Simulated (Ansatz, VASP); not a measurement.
# Two plane-wave programs on AlN

POSCAR

```
AlN
1.0
    0.0000000000      2.1402983017      2.1402983017
    2.1402983017      0.0000000000      2.1402983017
    2.1402983017      2.1402983017      0.0000000000
Al N
1 1
Direct
    0.0000000000      0.0000000000      0.0000000000
    0.7500000000      0.7500000000      0.7500000000
```

The input INCAR.step1:

```
SYSTEM = AlN
ALGO = Normal
EDIFF = 1E-4
ENCUT = 520
GGA = PE
ISMEAR = 0
LASPH = .TRUE.
LCHARG = .FALSE.
LREAL = .FALSE.
LWAVE = .TRUE.
NBANDS = 11
NELM = 60
PREC = Accurate
SIGMA = 0.02
```

Contents of INCAR.step2:

```
SYSTEM = AlN
ALGO = Normal
EDIFF = 1E-7
ENCUT = 520
ISIF = 2
ISMEAR = 0
ISTART = 1
LASPH = .TRUE.
LCHARG = .FALSE.
LMIXTAU = .TRUE.
LREAL = .FALSE.
LWAVE = .FALSE.
METAGGA = R2SCAN
NBANDS = 11
NELM = 60
PREC = Accurate
SIGMA = 0.02
```

KPOINTS

```
k-points
0
G
  10 10 10
  0 0 0
```

Input for Ansatz:

```yaml
crystal:
  lattice:
    - [0.0, 2.1402983017, 2.1402983017]
    - [2.1402983017, 0.0, 2.1402983017]
    - [2.1402983017, 2.1402983017, 0.0]
  atoms:
    - { symbol: Al, position: [0.0, 0.0, 0.0] }
    - { symbol: "N", position: [0.75, 0.75, 0.75] }
basis:
  ecutwfc: 500
kpoints:
  mp_grid: { grid: [10, 10, 10] }
hamiltonian:
  xc: r2scan
scf:
  occupations: { method: gaussian, width: 0.02 }
output:
  forces: true
  stress: true
  eigenvalues: true
  write_density: true
  write_potential: true
  elf: true
  volumetric_format: npy
```

Alike in both runs: task single point; functional r2SCAN; k mesh 10 × 10 × 10; occupations gaussian, width 0.02 eV; no spin polarisation.

|  | VASP | Ansatz |
| --- | --- | --- |
| version | VASP 6.6.1 | Ansatz 0.2.0 |
| potentials or method | VASP PAW PBE potentials, release 64 (Al, N) | scalar-relativistic, plane waves, PAW |
| plane-wave cutoff (eV) | 520 | 500 |
| valence electrons in the cell | 8 | 8 |

```tsv
	VASP	Ansatz	Ansatz less VASP
gap on the k mesh at the Fermi level (eV)	3.98	3.99	+0.009
least direct gap on the mesh (eV)	5.47	5.43	-0.043
pressure (GPa)	14.3	14.6	+0.33
```

The functional is the same, so the differences come from potentials, cutoffs and numerics.

Caveats: the PAW data sets were made with another functional, which shifts forces and pressure a little (VASP). r2SCAN opens gaps a little over a GGA but as a rule still falls short of measured ones. A k mesh can miss the band edges.
